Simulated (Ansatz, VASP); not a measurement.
**One calculation of BeS, two programs**

File INCAR:

```
ALGO = Normal ; EDIFF = 1E-6
ENCUT = 520 ; GGA = PE
ISIF = 2 ; ISMEAR = 0
LASPH = T ; LCHARG = T
LELF = T ; LREAL = F
LVHAR = T ; LWAVE = F
NBANDS = 11 ; NELM = 80
PREC = Accurate ; SIGMA = 0.02
```

KPOINTS

```
k-points
0
Gamma
  8 8 8
```

Contents of POSCAR:

```
BeS
1.0
    0.0000000000      2.3363027034      2.3363027034
    2.3363027034      0.0000000000      2.3363027034
    2.3363027034      2.3363027034      0.0000000000
Be S
1 1
Direct
    0.2500000000      0.2500000000      0.2500000000
    0.5000000000      0.5000000000      0.5000000000
```

Input for Ansatz:

```yaml
crystal:
  lattice:
    - [0.0, 2.3363027034, 2.3363027034]
    - [2.3363027034, 0.0, 2.3363027034]
    - [2.3363027034, 2.3363027034, 0.0]
  atoms:
    - { symbol: Be, position: [0.25, 0.25, 0.25] }
    - { symbol: S, position: [0.5, 0.5, 0.5] }
basis:
  ecutwfc: 420
kpoints:
  mp_grid: { grid: [8, 8, 8] }
hamiltonian:
  xc: pbe
scf:
  occupations: { method: gaussian, width: 0.02 }
output:
  forces: true
  stress: true
  eigenvalues: true
```

Alike in both runs: task single point; functional PBE; k mesh 8 × 8 × 8; occupations gaussian, width 0.02 eV; no spin polarisation.

|  | VASP | Ansatz |
| --- | --- | --- |
| version | VASP 6.6.1 | Ansatz 0.2.0 |
| potentials or method | VASP PAW PBE potentials, release 64 (Be, S) | scalar-relativistic, plane waves, PAW |
| plane-wave cutoff (eV) | 520 | 420 |
| valence electrons in the cell | 8 | 8 |

|  | VASP | Ansatz | Ansatz less VASP |
| --- | --- | --- | --- |
| gap on the k mesh at the Fermi level (eV) | 2.83 | 2.83 | -0.001 |
| least direct gap on the mesh (eV) | 5.59 | 5.57 | -0.021 |
| pressure (GPa) | 15.1 | 15.1 | +0.01 |

With one functional, cell and mesh, what is left measures potentials, basis and numerics.

Caveats: so large a pressure means that the cell lies far from this level's equilibrium, or that cutoff or potentials fall short (VASP). Expect the measured gap to be larger: semilocal functionals such as PBE lack the derivative discontinuity. A k mesh can miss the band edges.
